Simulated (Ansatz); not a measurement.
CsCl (CsCl type, Pm-3m) at seven volumes, LDA (plane waves, PAW; program Ansatz), scaled uniformly. One row is withheld.

```json
[
 {"V (Å³/atom)": "28.456", "P (GPa)": "2.99"},
 {"V (Å³/atom)": "29.394", "P (GPa)": "1.81"},
 {"V (Å³/atom)": "30.332", "P (GPa)": "0.82"},
 {"V (Å³/atom)": "31.270", "P (GPa)": "0.00"},
 {"V (Å³/atom)": "32.208", "P (GPa)": "-0.68"},
 {"V (Å³/atom)": "33.147", "P (GPa)": "-1.24"},
 {"V (Å³/atom)": "34.085", "P (GPa)": "?"}
]
```

### Question
Fit the shown pressures and predict the withheld one.

### Answer
Third-order Birch–Murnaghan: P = (3/2)B₀(x^(7/2) − x^(5/2))[1 + (3/4)(B′ − 4)(x − 1)] with x = (V₀/V)^(2/3). Least squares on the six rows gives V₀ = 31.273 Å³/atom, B₀ = 24.81 GPa, B′ = 5.18. At V = 34.085, x = 0.9442 and P = -1.71 GPa. The run itself gave -1.71 GPa.

Symmetry was held in the LDA relaxation. Scalar-relativistic: spin–orbit coupling is off unless named, which matters more the heavier the elements.

Potentials: the earlier of the program's two PAW sets. The files were generated under PBE; for other functionals the program regenerates the frozen cores, and for LDA and PBEsol the local potential too.
